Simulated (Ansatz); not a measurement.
**Bi: single point with PBE**

Bi:

```
Bi
1.0
    -1.98143    1.98143    1.98143
     1.98143   -1.98143    1.98143
     1.98143    1.98143   -1.98143
Bi
1
Direct
  0.00000 0.00000 0.00000
```

This isn't the form of Bi at room conditions, which is rhombohedral.

* Program: Ansatz 0.2.0
* Task: single point
* Functional: PBE
* Potentials or basis: all-electron LAPW, scalar-relativistic
* Cutoff: 159 eV (chosen from the basis error)
* Basis error allowed: 0.001 eV/atom
* k mesh: 9 × 9 × 9
* Occupations: gaussian, width 0.011 eV
* Spin: no spin polarisation

```yaml
Pressure: 0.9 GPa
Band_gap_on_the_k_mesh: none (metal or under the smearing width)
```

Levels at points of the mesh, in eV from the Fermi level:
```
           k point  band 16  band 17  band 18  band 19  band 20  band 21
(0.00, 0.00, 0.00)   -22.94   -13.53     5.10     5.10     5.10     9.13
```

Wall time 2.7 s on 1 thread of Arm Neoverse V2, with other jobs on the host, peak memory 0.23 GiB.

Caveat: spin-orbit coupling is left out, which moves the levels of the heavy elements.
